## What makes one packing of niobium cheaper than another?

Niobium atoms bind mainly through their partly filled d shell. Does a structure gain more from giving each atom many neighbours, or from placing those neighbours well? The energies below come from density-functional theory and are counted from the W type. This is the A15 structure, not niobium's stable bcc form, which lies lower by roughly 0.1 eV per atom (a rough, recalled size).

Crystal structures of Nb, with cell and atoms relaxed at zero pressure within the symmetry of the start named under "found from"; energies are counted from the lowest row. Ansatz 0.2.0, plane-wave DFT with PBEsol, scalar-relativistic, without spin polarization; PAW datasets made for PBE, cutoff 420 eV, Gaussian smearing 0.1 eV.

```tsv
found from	space group number	atoms in cell	volume per atom (Å³)	over lowest (meV/atom)
W type	223	8	17.94	0.0
In type	139	1	17.85	36.0
database cell	2	12	18.03	71.0
Ti type	191	3	17.85	93.0
As type	166	1	17.91	162.0
La type	194	4	18.03	187.0
Sm type	166	3	18.03	190.0
Mg type	194	2	18.03	195.0
Cu type	225	1	18.13	231.0
changed type	69	2	18.24	241.0
Si type	194	4	18.36	385.0
Sn type	141	2	18.46	507.0
Sn type	191	1	18.66	535.0
Ca type	221	1	19.34	913.0
B type	166	12	20.87	936.0
C type	194	4	20.85	1297.0
Si type	227	2	24.46	2528.0
```

## Two regimes

The nine densest rows differ by less than 2% in volume, yet their energies spread over 231 meV/atom. Within this group, volume is a poor guide: the database cell has the same volume as the La, Sm and Mg types but lies more than 100 meV/atom below them. The In type and the Ti type (the omega structure, not hcp) also share one volume, yet differ by 57 meV/atom.

Above 18.2 Å³ per atom, energy rises with volume, apart from the nearly equal volumes of the B and C types. The volume is mostly a symptom. Stretching fcc niobium (Cu type) to the volume of simple cubic (Ca type) would cost only some tens of meV/atom, judging by a rough bulk modulus, whereas simple cubic lies 682 meV/atom above fcc. Most of the cost must come from the changed surroundings of each atom.

## Fewer neighbours, shorter bonds

In three rows, symmetry makes all atoms alike and fixes their surroundings in all but scale: fcc has 12 nearest neighbours, simple cubic 6 and diamond (the cubic Si type) 4. A simple bond model explains what happens as neighbours are removed. Let Z be their number and r their distance. The d band widens only as √Z, because its width follows the root of the summed squares of the couplings, while repulsion adds up neighbour by neighbour:

E = −B √Z exp(−qr) + A Z exp(−pr)

Here A, B, p and q are positive constants, and repulsion falls off more than twice as fast as the coupling (p > 2q). Setting the slope dE/dr to zero gives

r = constant + ln Z / [2(p − q)]

With fewer neighbours there is less repulsion for each unit of bonding, so the remaining bonds contract and strengthen. They don't fully replace the lost ones, and the energy rises.

The simple cubic bond tests this, since the line is drawn through fcc and diamond only. Their bonds measure 2.949 and 2.514 Å, a difference of 0.435 Å. On the logarithmic scale, the step from 4 to 6 neighbours covers ln(6/4)/ln(12/4) = 0.37 of the way:

r ≈ 2.514 + 0.37 × 0.435 ≈ 2.67 Å

The calculation gives 2.68 Å. The logarithmic rule is thus good to about 0.01 Å for this one tested row, though a single bond length can't prove the cause behind it.

## Where counting fails

The same model makes a prediction for the energy. Whatever its constants, simple cubic should lie 63 to 69% of the way up from fcc to diamond. The computed share is only 30%. Neighbour count gives the right order of these three structures but not the spacing between them.

A likely reason is that the model knows only the width of the d band. The real energy also depends on how the states are distributed within that width, and on atoms beyond the first shell. These three energies can't separate the two effects.

## Same count, different arrangement

The dense rows show the effect of arrangement more directly. In the In type, each atom still has twelve near neighbours, at almost the same mean distance as in fcc. They are split into four at 2.71 Å and eight at 3.09 Å, and the energy is 195 meV/atom lower.

The As type and the La type (a four-layer close packing stretched along its axis) also split their twelve neighbours into a shorter and a longer group. They lie 69 and 44 meV/atom below fcc. The La type also stacks its layers differently from fcc, so its gain can't be put down to the split alone. The As type keeps only the name of arsenic's structure: with one atom per cell, its layers are evenly spaced rather than paired.

The bond model can't explain these gains. For a fixed number of neighbours it favours equal distances, because repulsion on the shortened bonds grows faster than the bonding they add. Band theory offers a likely cause. In fcc, cubic symmetry keeps some d states at the same energy. Unequal distances push some of these states down and others up. With the d band only partly filled, electrons can occupy the lowered states and leave the raised ones empty. Fcc niobium is known to be unstable to such a tetragonal distortion, but its cubic symmetry was kept during relaxation.

The filling of the d band also helps bcc over close packing. In bcc, the d states fall into a lower and an upper group with few states between, which suits a band that is nearly half full. The table has no bcc row to test this, and the argument doesn't by itself explain why A15 lies lowest here.

## Reading the high rows

Symmetry also shapes the highest energies. The cubic Si type can only swell or shrink, so it remains an open diamond network at 2528 meV/atom. The hexagonal Si type has more freedom, including its axial ratio, and it ends at a far smaller volume and only 385 meV/atom. It has probably collapsed from a similar open network. A very high energy can therefore mark a structure held in place by its symmetry, not one that niobium would keep if free to distort.

The printed output after this text gives the bond lengths and the comparison with the model.

Printed output of the fit:

```
volume spread of the rows below 18.2 A^3 (percent): 1.569
energy spread of the same rows (meV/atom): 231
omega (Ti type) above In type at equal volume (meV/atom): 57
C type above B type at nearly equal volume (meV/atom): 361
bond length in fcc, 12 neighbours (A): 2.949
bond length in simple cubic, 6 neighbours (A): 2.684
bond length in diamond, 4 neighbours (A): 2.514
simple cubic bond predicted from fcc and diamond, linear in ln Z (A): 2.674
prediction less computed simple cubic bond (A): -0.00983
simple cubic above fcc (meV/atom): 682
diamond above fcc (meV/atom): 2297
computed share of the fcc to diamond rise reached at simple cubic: 0.2969
share in the model, lower limit (exponent to 0): 0.6309
share in the model, upper limit (exponent 1/2): 0.693
rough cost of stretching fcc to the simple cubic volume (meV/atom): 42.84
In type c/a (fcc is 1.414): 1.79
In type, 4 short neighbours beside 8 at 3.094 A (A): 2.713
As type, 6 long neighbours beside 6 at 2.777 A (A): 3.134
dhcp, 6 long neighbours beside 6 at 2.827 A (A): 3.073
mean of 12 neighbour distances, In type (A): 2.967
mean of 12 neighbour distances, As type (A): 2.955
mean of 12 neighbour distances, dhcp (A): 2.95
dhcp axial ratio per two layers (ideal 1.633): 1.842
In type below fcc (meV/atom): 195
As type below fcc (meV/atom): 69
dhcp below fcc (meV/atom): 44
```
